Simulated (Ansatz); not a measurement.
BP, h-MgO type (no longer in that coordination), relaxed with r2SCAN, was run in Ansatz under altered settings. All numbers are computed, without spin polarisation but where a row says otherwise.

```xyz
4
Lattice="3.2039 0.0000 0.0000 -1.6020 2.7747 0.0000 0.0000 0.0000 8.4666" Properties=species:S:1:pos:R:3 pbc="T T T"
B     0.0000    1.8498    2.1167
B     1.6020    0.9249    6.3500
P     1.6020    0.9249    2.1167
P     0.0000    1.8498    6.3500
```

The base run's other keys:
```yaml
kpoints:
  mp_grid: { grid: [6, 6, 2] }
hamiltonian:
  xc: hse06
scf:
  occupations: { method: fixed }
  n_extra_bands: 5
```

It takes 14 iterations with 1481 plane waves at 420 eV and 14 k points, and leaves a mean stress of -0.18 GPa. The gap over this mesh is 1.323 eV. It ran on 4 threads of Arm Neoverse V2 (shared host).

Outcomes, with energy and stress as changes against the base:
```
                                  setting            outcome  ΔF (meV/atom)  Δ mean stress (GPa)  gap on the mesh (eV)  iterations  wall time
PBE hybrid, exx coeff 0.05, omega 0.3 1/Å          converged              –                 +1.1                 0.924          10      5.8 s
                       basis.ecutwfc: 900          converged           -1.1                  0.0                 1.323          14       28 s
      scf.convergence.dr2_threshold: 0.01  converged, warned            0.0                  0.0                 1.323          19      6.8 s
```
A dash marks a value that wasn't obtained or can't be compared. Stress is positive in compression. The base took 6.1 s. The base's mesh is coarse for a hybrid, so its own values aren't converged.

- PBE hybrid, exx coeff 0.05, omega 0.3 1/Å. That is 5 % exact exchange, screened with ω = 0.3 1/Å, against HSE06's 25 % screened at 0.208 1/Å. The mean stress moves by +1.1 GPa and the gap on the mesh by -0.398 eV (to 0.924). Totals of different functionals aren't comparable.
- basis.ecutwfc: 900. 4619 plane waves in place of 1481. The free energy moves by -1.1 meV an atom, the mean stress by 0.0 GPa and the gap on the mesh by 0.000 eV (to 1.323). The base cutoff was converged to that degree.
- scf.convergence.dr2_threshold: 0.01. It converges in 19 iterations against the base's 14. Even so loose a threshold leaves the results unchanged here, which can't be counted on. Warned: force scf threshold loose.

Within 1 meV an atom, 0.1 GPa and 0.005 eV of the base stay: scf.convergence.dr2_threshold: 0.01.

The meshes of the hybrids are coarse, so their gaps aren't converged to the digits shown.
